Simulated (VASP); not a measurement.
## TePb: single point with r2SCAN+D3(BJ)

TePb:

```
Te Pb
1.0
     3.85195    0.00000    0.00000
     0.00000    3.85195    0.00000
     0.00000    0.00000    3.85195
Te Pb
1 1
Direct
  0.50000 0.50000 0.50000
  0.00000 0.00000 0.00000
```

Measurements of this composition are mostly on another form, of space group No. 225.

| Quantity | Value |
| --- | --- |
| Program | VASP 6.6.1 |
| Task | single point |
| Functional | r2SCAN |
| Dispersion | D3(BJ) |
| Potentials or basis | VASP PAW PBE potentials, release 64 (Te, Pb_d) |
| Cutoff | 520 eV |
| k mesh | 10 × 10 × 10 |
| Occupations | gaussian, width 0.05 eV |
| Spin | no spin polarisation |
| Dipole correction | no |
| Further INCAR settings | ALGO = Normal; EDIFF = 1e-06; NBANDS = 17 |

```json
{"Pressure": "4.3 GPa", "Band gap on the k mesh": "none (metal or under the smearing width)", "Dispersion energy per atom": "-0.223 eV"}
```

Levels at points of the mesh, in eV from the Fermi level:
```
           k point  band 6  band 7  band 8  band 9  band 10  band 11  band 12  band 13  band 14  band 15
(0.00, 0.00, 0.00)  -13.38   -6.41   -1.89   -1.89    -1.89     4.39     4.39     6.45     6.45     6.45
(0.50, 0.00, 0.00)  -11.66   -9.78   -0.45   -0.15    -0.15     0.79     2.67     2.67     5.69     7.64
(0.50, 0.50, 0.00)  -10.59   -8.19   -5.15   -5.15     0.28     4.17     4.49     4.49     6.96     8.02
(0.50, 0.50, 0.50)  -10.09   -7.20   -2.91   -2.91    -2.91    -1.20    -1.20    -1.20    16.05    16.05
```

Wall time 3 min on 1 thread of Intel(R) Xeon(R) Platinum 8259CL CPU @ 2.50GHz (Skylake/Cascade Lake), on a shared host, peak memory 0.21 GiB.

Caveat: the PAW data sets were made with another functional, which shifts forces and pressure a little; pairwise dispersion overbinds metals, which lowers pressure and volume. Spin-orbit coupling is left out, which matters for the levels of Pb, Te.
